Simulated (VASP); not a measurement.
Set up this calculation in VASP 6.6.1, as the native input.

```yaml
Task: relaxation of cell and atoms
Functional: PBEsol
Potentials_or_basis: VASP PAW PBE potentials, release 64 (La)
Cutoff: 300 eV
k_mesh: 12 × 12 × 4
Occupations: gaussian, width 0.1 eV
Spin: no spin polarisation
Further_INCAR_settings: ALGO = Fast; EDIFF = 1e-07; IBRION = 2; EDIFFG = -0.005; NSW = 90; ISIF = 3
```

The structure of La lies in POSCAR:

```
La
1.0
    3.7963115000      0.0000000000      0.0000000000
   -1.8981557500      3.2877022000      0.0000000000
    0.0000000000      0.0000000000     12.0412575300
La
4
Direct
    0.0000000000      0.0000000000      0.0000000000
    0.0000000000      0.0000000000      0.5000000000
    0.3333333300      0.6666666700      0.2500000000
    0.6666666700      0.3333333300      0.7500000000
```

One way to write it, as run:

INCAR

```
SYSTEM = La
PREC     = Accurate       ! precision mode
ENCUT    = 300            ! plane-wave cutoff, eV
EDIFF    = 1E-7           ! SCF threshold, eV
ISMEAR   = 0              ! smearing method
SIGMA    = 0.1            ! smearing width, eV
LREAL    = .FALSE.        ! projectors in reciprocal space
LASPH    = .TRUE.         ! aspherical terms in the spheres
NELM     = 60             ! most SCF steps
ALGO     = Fast           ! electronic algorithm
ISIF     = 3              ! what is computed and relaxed
LWAVE    = .FALSE.        ! write WAVECAR
LCHARG   = .FALSE.        ! write CHGCAR
GGA      = PS             ! functional
IBRION   = 2              ! ionic algorithm
NSW      = 90             ! ionic steps
EDIFFG   = -0.005         ! ionic threshold
```

KPOINTS

```
regular mesh
0
G
  12 12 4
  0 0 0
```

Potentials or basis: VASP PAW PBE potentials, release 64 (La).

Launch:

```sh
$ cat potpaw_PBE.64/La/POTCAR > POTCAR
$ mpirun -np 1 vasp_std > vasp.out
```

It gave:

```
Relaxed volume                         : 34.01 Å³/atom
Relaxed cell                           : a = 3.656 Å, b = 3.656 Å, c = 11.751 Å, α = 90.00°, β = 90.00°, γ = 120.00°
Space group after relaxing (to 0.05 Å) : P6_3/mmc (No. 194)
Energy gained by relaxing              : 29.6 meV/atom
Ionic steps                            : 10
Pressure after relaxing                : 0.0 GPa
Band gap on the k mesh                 : none (metal or under the smearing width)
```

Caveat: the PAW data sets were made with another functional, which shifts forces and pressure a little.

Run time: 27 min on 1 thread of Intel(R) Xeon(R) Platinum 8375C CPU @ 2.90GHz (Ice Lake) (shared host), peak memory 0.26 GiB.
